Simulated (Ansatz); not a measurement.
Cu Kα1 powder pattern (kinematic, no thermal factors).
2θ (°) (relative intensity): 20.66 (6), 32.34 (100), 33.91 (3), 37.30 (25), 37.95 (12), 43.02 (3), 51.28 (1), 53.77 (14), 54.26 (27), 64.16 (26), 65.03 (13), 67.69 (9), 79.51 (4), 81.12 (2), 88.46 (5), 89.25 (11)

The pattern is computed from a structure relaxed with DFT PBE, scalar-relativistic, plane waves, PAW in Ansatz 0.2.0. No spin polarisation. Its elements are Ga, In, N.

Q: Give the structure.

A: InGaN2.
Space group I-42d (No. 122). a = 4.818 Å, b = 4.818 Å, c = 9.477 Å, α = 90.00°, β = 90.00°, γ = 90.00°
```
atom  site  symmetry       x       y       z
  In    4b      -4.. 0.5000  0.5000  0.0000
  Ga    4a      -4.. 0.0000  0.0000  0.0000
   N    8d       .2. 0.2144  0.7500  0.1250
```

A pattern alone doesn't exclude other cells with like lines; this is the one computed.

The structure comes from a generated guess; another structure or a mixture of phases may lie lower.
